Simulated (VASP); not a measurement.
Write the native input for VASP 6.6.1 that does the following.

```
Task                   : single point
Functional             : PBE
Potentials or basis    : VASP PAW PBE potentials, release 64 (Mg, Se)
Cutoff                 : 520 eV
k mesh                 : 5 × 5 × 5
Occupations            : gaussian, width 0.01 eV
Spin                   : no spin polarisation
Dipole correction      : no
Further INCAR settings : ALGO = Fast; EDIFF = 1e-06; NBANDS = 11
```

The structure of MgSe lies in POSCAR:

```
MgSe
1.0
    0.0000000000      2.6792961588      2.6792961588
    2.6792961588      0.0000000000      2.6792961588
    2.6792961588      2.6792961588      0.0000000000
Mg Se
1 1
Direct
    0.0000000000      0.0000000000      0.0000000000
    0.5000000000      0.5000000000      0.5000000000
```

One way to write it, as run:

INCAR

```
SYSTEM = MgSe
PREC     = Accurate       ! precision mode
ENCUT    = 520            ! plane-wave cutoff, eV
EDIFF    = 1E-6           ! SCF threshold, eV
ISMEAR   = 0              ! smearing method
SIGMA    = 0.01           ! smearing width, eV
LREAL    = .FALSE.        ! projectors in reciprocal space
LASPH    = .TRUE.         ! aspherical terms in the spheres
NELM     = 100            ! most SCF steps
ALGO     = Fast           ! electronic algorithm
ISIF     = 2              ! what is computed and relaxed
LWAVE    = .FALSE.        ! write WAVECAR
LCHARG   = .FALSE.        ! write CHGCAR
GGA      = PE             ! functional
NBANDS   = 11             ! bands
```

KPOINTS

```
regular mesh
0
G
  5 5 5
  0 0 0
```

Potentials or basis: VASP PAW PBE potentials, release 64 (Mg, Se).

Launch:

```sh
$ cat potpaw_PBE.64/Mg/POTCAR potpaw_PBE.64/Se/POTCAR > POTCAR
$ mpirun -np 1 vasp_std > vasp.out
```

Results of the run:

The pressure is 6.0 GPa. The band gap on the k mesh is 2.29 eV, indirect (least direct gap 2.95 eV).

Caveat: an odd mesh through Γ misses points on the zone boundary, where band edges often lie.

It took 3.3 s on 1 thread of Intel(R) Xeon(R) 6975P-C (Granite Rapids) (shared host), peak memory 0.15 GiB.
